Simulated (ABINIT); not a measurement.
# HfO2 (Fm-3m) in ABINIT: convergence with smearing width

Aim: find how far smearing width must go before the results for HfO2 settle, at PBE. This setting moves, with any that are tied to it; all else stays.

Everything below comes from runs of ABINIT 10.8.3 (patched build). Logs are shortened: lines on timing, memory, paths and dates and some standing lists are left out, and cuts for length are marked. The log counts tension as positive stress, the text compression.

## 1. The crystal as given

It takes space group Fm-3m (No. 225, cubic). The conventional cell has a = 5.115 Å, b = 5.115 Å, c = 5.115 Å, α = 90.00°, β = 90.00°, γ = 90.00°. Around Hf (site symmetry m-3m) lie 8 O at 2.21 Å. O (site symmetry -43m) is surrounded by 4 Hf at 2.21 Å.

Measurements of this composition are mostly on another form, of space group No. 14.

## 2. With smearing width 0.272 eV

run.abi

```
# Pseudopotentials
pp_dirpath "./"
pseudos "Hf.GGA_PBE-JTH.xml, O.GGA_PBE-JTH.xml"

# Structure
acell 3*1.0 Angstrom
rprim
     0.0000000000     2.5575000000     2.5575000000
     2.5575000000     0.0000000000     2.5575000000
     2.5575000000     2.5575000000     0.0000000000
ntypat 2
znucl 72 8
natom 3
typat 1 2 2
xred
     0.0000000000     0.0000000000     0.0000000000
     0.7500000000     0.7500000000     0.7500000000
     0.2500000000     0.2500000000     0.2500000000

# Plane-wave basis
ecut 625.861884 eV
pawecutdg 45.0
pawxcdev 0

# k points
kptopt 1
ngkpt 9 9 9
nshiftk 1
shiftk 0.0 0.0 0.0

# Exchange and correlation
ixc 11

# Bands and occupations
nband 16
occopt 3
tsmear 0.272 eV

# SCF cycle
nstep 100
tolvrs 1.0e-9

# Output
iomode 3
prtwf 0
prtden 0
prteig 0
prtebands 0
enunit 1
```

Potentials or basis: JTH PAW PBE v2.0.

Started as:

```
> abinit run.abi > log 2>&1
```

run.abo:

```text
.Version 10.8.3 of ABINIT
 Symmetries : space group Fm -3 m (#225); Bravais cF (face-center cubic)
================================================================================
 Values of the parameters that define the memory need of the present run
     intxc =       0    ionmov =       0      iscf =      17    lmnmax =      18
     lnmax =       6     mgfft =      30  mpssoang =       3    mqgrid =    3001
     natom =       3  nloc_mem =       2    nspden =       1   nspinor =       1
    nsppol =       1      nsym =      48    n1xccc =       1    ntypat =       2
    occopt =       3   xclevel =       2
       mpw =        1218          nfft =       27000          nkpt =          35
 PAW method is used; the additional fine FFT grid is defined by:
   mgfftf=        45    nfftf =     91125
================================================================================
================================================================================

--------------------------------------------------------------------------------
------------- Echo of variables that govern the present computation ------------
--------------------------------------------------------------------------------
 -outvars: echo values of preprocessed input variables --------
            acell      1.8897261259E+00  1.8897261259E+00  1.8897261259E+00 Bohr
              amu      1.78490000E+02  1.59994000E+01
             ecut      2.30000000E+01 Hartree
           enunit           1
              ixc          11
         kptrlatt        9    0    0      0    9    0      0    0    9
          kptrlen      6.15137236E+01
            natom           3
            nband          16
            ngfft          30      30      30
          ngfftdg          45      45      45
             nkpt          35
            nstep         100
             nsym          48
           ntypat           2
           occopt           3
        pawecutdg      4.50000000E+01 Hartree
         pawxcdev           0
           prtden           0
        prtebands           0
           prteig           0
            prtwf           0
            rprim      0.0000000000E+00  2.5575000000E+00  2.5575000000E+00
                       2.5575000000E+00  0.0000000000E+00  2.5575000000E+00
                       2.5575000000E+00  2.5575000000E+00  0.0000000000E+00
          spgroup         225
           tolvrs      1.00000000E-09
           tsmear      9.99581563E-03 Hartree
            typat      1  2  2
           useylm           1
           xangst      0.0000000000E+00  0.0000000000E+00  0.0000000000E+00
                       3.8362500000E+00  3.8362500000E+00  3.8362500000E+00
                       1.2787500000E+00  1.2787500000E+00  1.2787500000E+00
            xcart      0.0000000000E+00  0.0000000000E+00  0.0000000000E+00
                       7.2494618505E+00  7.2494618505E+00  7.2494618505E+00
                       2.4164872835E+00  2.4164872835E+00  2.4164872835E+00
             xred      0.0000000000E+00  0.0000000000E+00  0.0000000000E+00
[... 137 lines left out ...]
 rms dE/dt=  9.9166E-31; max dE/dt=  2.1036E-30; dE/dt below (all hartree)
    1       0.000000000000      0.000000000000      0.000000000000
    2       0.000000000000      0.000000000000      0.000000000000
    3       0.000000000000      0.000000000000     -0.000000000000

 cartesian coordinates (angstrom) at end:
    1      0.00000000000000     0.00000000000000     0.00000000000000
    2      3.83625000000000     3.83625000000000     3.83625000000000
    3      1.27875000000000     1.27875000000000     1.27875000000000

 cartesian forces (hartree/bohr) at end:
    1     -0.00000000000000    -0.00000000000000    -0.00000000000000
    2     -0.00000000000000    -0.00000000000000     0.00000000000000
    3      0.00000000000000     0.00000000000000    -0.00000000000000
 frms,max,avg= 1.7769656E-31 2.1763296E-31   0.000E+00  0.000E+00  0.000E+00 h/b

 cartesian forces (eV/Angstrom) at end:
    1     -0.00000000000000    -0.00000000000000    -0.00000000000000
    2     -0.00000000000000    -0.00000000000000     0.00000000000000
    3      0.00000000000000     0.00000000000000    -0.00000000000000
 frms,max,avg= 9.1375247E-30 1.1191137E-29   0.000E+00  0.000E+00  0.000E+00 e/A
 length scales=  1.889726125908  1.889726125908  1.889726125908 bohr
              =  1.000000000000  1.000000000000  1.000000000000 angstroms
 Fermi (or HOMO) energy (eV) =   1.80120   Average Vxc (eV)= -11.71954
 Eigenvalues (   eV  ) for nkpt=  35  k points:
 kpt#   1, nband= 16, wtk=  0.00137, kpt=  0.0000  0.0000  0.0000 (reduced coord)
 -61.34228  -29.79691  -29.79691  -29.79691  -18.59637  -15.70819   -5.21252   -5.21252
  -5.21252   -0.62558   -0.62558   -0.62558    3.79991    3.79991    5.58963   10.08294
 prteigrs : prtvol=0 or 1, do not print more k-points.

--- !EnergyTerms
iteration_state     : {dtset: 1, }
comment             : Components of total free energy in Hartree
kinetic             :  2.04770061319624E+01
hartree             :  1.34431031688117E+01
xc                  : -1.49842331870137E+01
Ewald energy        : -6.72333630699203E+01
psp_core            :  1.08440380540515E+01
local_psp           : -2.75615209207238E+01
PAW spherical_terms : -1.75440933301182E+01
internal            : -8.25590631529503E+01
'-kT*entropy'       : -5.02801497826139E-05
total_energy        : -8.25591134331001E+01
total_energy_eV     : -2.24654792375385E+03
...

--- !EnergyTermsDC
iteration_state     : {dtset: 1, }
comment             : '"Double-counting" decomposition of free energy'
band_energy         : -1.48752131430316E+01
Ewald energy        : -6.72333630699203E+01
psp_core            :  1.08440380540515E+01
xc_dc               : -1.67560916064382E+01
PAW spherical_terms :  5.46156379702862E+00
internal            : -8.25590659683101E+01
'-kT*entropy'       : -5.02801497826139E-05
total_energy_dc     : -8.25591162484598E+01
total_energy_dc_eV  : -2.24654800036369E+03
...

--- !EnergyTermsWithPAWCore
iteration_state     : {dtset: 1, }
comment             : 'Components of total free energy, including PAW core contributions'
Total energy        : -1.52292339933888E+04
Total energy DC     : -1.52292339962041E+04
Total energy (eV)   : -4.14408568424525E+05
Total energy DC (eV): -4.14408568501135E+05
...

 Cartesian components of stress tensor (hartree/bohr^3)
  sigma(1 1)=  1.96841779E-04  sigma(3 2)=  0.00000000E+00
  sigma(2 2)=  1.96841779E-04  sigma(3 1)=  0.00000000E+00
  sigma(3 3)=  1.96841779E-04  sigma(2 1)=  0.00000000E+00

-Cartesian components of stress tensor (GPa)         [Pressure= -5.7913E+00 GPa]
- sigma(1 1)=  5.79128509E+00  sigma(3 2)=  0.00000000E+00
- sigma(2 2)=  5.79128509E+00  sigma(3 1)=  0.00000000E+00
- sigma(3 3)=  5.79128509E+00  sigma(2 1)=  0.00000000E+00

== END DATASET(S) ==============================================================
================================================================================

 -outvars: echo values of variables after computation  --------
            acell      1.8897261259E+00  1.8897261259E+00  1.8897261259E+00 Bohr
           etotal     -8.2559116248E+01
            fcart     -0.0000000000E+00 -0.0000000000E+00 -0.0000000000E+00
                      -2.1763295579E-31 -2.1763295579E-31  2.1763295579E-31
                       2.1763295579E-31  2.1763295579E-31 -2.1763295579E-31
            rprim      0.0000000000E+00  2.5575000000E+00  2.5575000000E+00
                       2.5575000000E+00  0.0000000000E+00  2.5575000000E+00
                       2.5575000000E+00  2.5575000000E+00  0.0000000000E+00
           strten      1.9684177943E-04  1.9684177943E-04  1.9684177943E-04
                       0.0000000000E+00  0.0000000000E+00  0.0000000000E+00
           xangst      0.0000000000E+00  0.0000000000E+00  0.0000000000E+00
                       3.8362500000E+00  3.8362500000E+00  3.8362500000E+00
                       1.2787500000E+00  1.2787500000E+00  1.2787500000E+00
             xred      0.0000000000E+00  0.0000000000E+00  0.0000000000E+00
                       7.5000000000E-01  7.5000000000E-01  7.5000000000E-01
                       2.5000000000E-01  2.5000000000E-01  2.5000000000E-01
 Calculation completed.
```

It took 26 s on 1 thread of Arm Neoverse V2, shared host; peak memory 0.13 GiB.

What came out:

| Item | Value |
| --- | --- |
| Free energy | -2246.5480 eV |
| Pressure | -5.8 GPa |
| Band gap on the k mesh | 3.84 eV, indirect (least direct gap 3.96 eV) |
| Valence electrons inside the program's atomic spheres | Hf 9.36; O 4.61 |

## 3. With smearing width 0.2 eV

Changes to run.abi since step 2:

```diff
@@ -36,3 +36,3 @@
 occopt 3
-tsmear 0.272 eV
+tsmear 0.2 eV
```

Potentials or basis: JTH PAW PBE v2.0.

Started as:

```
> abinit run.abi > log 2>&1
```

It took 26 s on 1 thread of Arm Neoverse V2, shared host; peak memory 0.13 GiB.

It converged, with:

| Item | Value |
| --- | --- |
| Free energy | -2246.5479 eV |
| Pressure | -5.8 GPa |
| Band gap on the k mesh | 3.84 eV, indirect (least direct gap 3.96 eV) |
| Valence electrons inside the program's atomic spheres | Hf 9.36; O 4.61 |

## 4. With smearing width 0.136 eV

Changes to run.abi since step 3:

```diff
@@ -36,3 +36,3 @@
 occopt 3
-tsmear 0.2 eV
+tsmear 0.136 eV
```

Started as:

```
> abinit run.abi > log 2>&1
```

It took 26 s on 1 thread of Arm Neoverse V2, shared host; peak memory 0.13 GiB.

It converged, with:

* Free energy: -2246.5479 eV
* Pressure: -5.8 GPa
* Band gap on the k mesh: 3.84 eV, indirect (least direct gap 3.96 eV)
* Valence electrons inside the program's atomic spheres: Hf 9.36; O 4.61

## 5. With smearing width 0.1 eV

Changes to run.abi since step 4:

```diff
@@ -36,3 +36,3 @@
 occopt 3
-tsmear 0.136 eV
+tsmear 0.1 eV
```

Started as:

```
> abinit run.abi > log 2>&1
```

It took 26 s on 1 thread of Arm Neoverse V2, shared host; peak memory 0.13 GiB.

It converged, with:

| Property | Result |
| --- | --- |
| Free energy | -2246.5479 eV |
| Pressure | -5.8 GPa |
| Band gap on the k mesh | 3.84 eV, indirect (least direct gap 3.96 eV) |
| Valence electrons inside the program's atomic spheres | Hf 9.36; O 4.61 |

## 6. With smearing width 0.05 eV

Changes to run.abi since step 5:

```diff
@@ -36,3 +36,3 @@
 occopt 3
-tsmear 0.1 eV
+tsmear 0.05 eV
```

Potentials or basis: JTH PAW PBE v2.0.

Started as:

```
> abinit run.abi > log 2>&1
```

Run time: 26 s. Hardware: 1 thread of Arm Neoverse V2, shared host; peak memory 0.13 GiB.

Results (log left out):

| Property | Result |
| --- | --- |
| Free energy | -2246.5479 eV |
| Pressure | -5.8 GPa |
| Band gap on the k mesh | 3.84 eV, indirect (least direct gap 3.96 eV) |
| Valence electrons inside the program's atomic spheres | Hf 9.36; O 4.61 |

## 7. With smearing width 0.025 eV

Changes to run.abi since step 6:

```diff
@@ -36,3 +36,3 @@
 occopt 3
-tsmear 0.05 eV
+tsmear 0.025 eV
```

Started as:

```
> abinit run.abi > log 2>&1
```

It took 26 s on 1 thread of Arm Neoverse V2, shared host; peak memory 0.13 GiB.

It converged, with:

| Item | Value |
| --- | --- |
| Free energy | -2246.5479 eV |
| Pressure | -5.8 GPa |
| Band gap on the k mesh | 3.84 eV, indirect (least direct gap 3.96 eV) |
| Valence electrons inside the program's atomic spheres | Hf 9.36; O 4.61 |

## 8. With smearing width 0.01 eV

Changes to run.abi since step 7:

```diff
@@ -36,3 +36,3 @@
 occopt 3
-tsmear 0.025 eV
+tsmear 0.01 eV
```

Started as:

```
> abinit run.abi > log 2>&1
```

Run time: 26 s. Hardware: 1 thread of Arm Neoverse V2, shared host; peak memory 0.13 GiB.

Results (log left out):

```yaml
Free_energy: -2246.5479 eV
Pressure: -5.8 GPa
Band_gap_on_the_k_mesh: 3.84 eV, indirect (least direct gap 3.96 eV)
Valence_electrons_inside_the_program's_atomic_spheres: Hf 9.36; O 4.61
```

## 9. Result

```
smearing width  energy less the tightest run, at zero smearing (meV/atom)  SCF cycles  CPU time (s)  peak memory (GiB)
      0.272 eV                                                       0.18          14            26               0.13
        0.2 eV                                                       0.01          14            26               0.13
      0.136 eV                                                       0.00          14            26               0.13
        0.1 eV                                                       0.00          14            26               0.13
       0.05 eV                                                       0.00          14            26               0.13
      0.025 eV                                                       0.00          14            26               0.13
       0.01 eV                                                       0.00          14            26               0.13
```

Against the tightest run, the energy stays within 1 meV/atom from 0.272 eV on. The tightest run that finished is the yardstick and may itself not be fully converged.

Caveats: spin-orbit coupling is left out, which moves the levels of the heavy elements; an odd mesh through Γ misses points on the zone boundary, where band edges often lie.
